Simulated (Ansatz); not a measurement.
**SnO₂: all-electron results**

```xyz
3
Lattice="3.2282 0.0000 0.0000 -1.6141 2.7957 0.0000 0.0000 0.0000 5.4923" Properties=species:S:1:pos:R:3 pbc="T T T"
Sn    0.0000    0.0000    0.0000
O     0.0000    1.8638    1.0114
O     1.6141    0.9319    4.4809
```

Atoms are numbered in the order listed.

The structure comes from a relaxation in the same program, started in the CdI2 type, and has space group P-3m1. Whether it is a known phase or the ground state wasn't checked.

No spin–orbit coupling, which matters for the heavy atoms here.

Levels of theory: DFT, PBE, all-electron LAPW, scalar-relativistic (Ansatz 0.2.0); DFT, PBE, PAW with Ansatz's default frozen-core files, scalar-relativistic (Ansatz 0.2.0); DFT, PBE, all-electron PAW with datasets made for the crystal, scalar-relativistic (Ansatz 0.2.0).

For LAPW: a Γ-centred 13×13×7 k mesh, Fermi–Dirac smearing of 0.08 eV, basis error target 1 meV/atom, no spin polarisation. PAW takes a cutoff of 420 eV at this cell. The crystal-made all-electron datasets (AE datasets) take a cutoff of 400 eV at this cell. The Ansatz runs share mesh, smearing and spin set-up. Values come from LAPW unless marked.

No spin–orbit coupling: at heavy atoms the gradients can be off by tens of per cent for that reason.

```
Band gap                                    : 2.30 eV, indirect from the line K (0.333, 0.333, 0)–Γ to Γ
Field gradients Vzz (crystal-made datasets) : Sn1 12.92 (η = 0.00), O2 -6.68 (η = 0.00) in 10²¹ V/m²
Stress xx, yy, zz (compression positive)    : -0.06, -0.06, 0.01 GPa
Pressure at this cell                       : -0.03 GPa
Volume per atom                             : 16.52 Å³
```

Bader charges (from the PAW run): what does the calculation give?

Sn1 +2.36, O2 -1.18 e.

Smallest direct gap on the path: what does the calculation give?

2.63 eV.

Give the computed value. Löwdin charges (with 0.14 e of the cell spilling out of the atomic basis, so their sizes and signs hang on that basis).

Sn1 1.63, O2 -0.75 e.
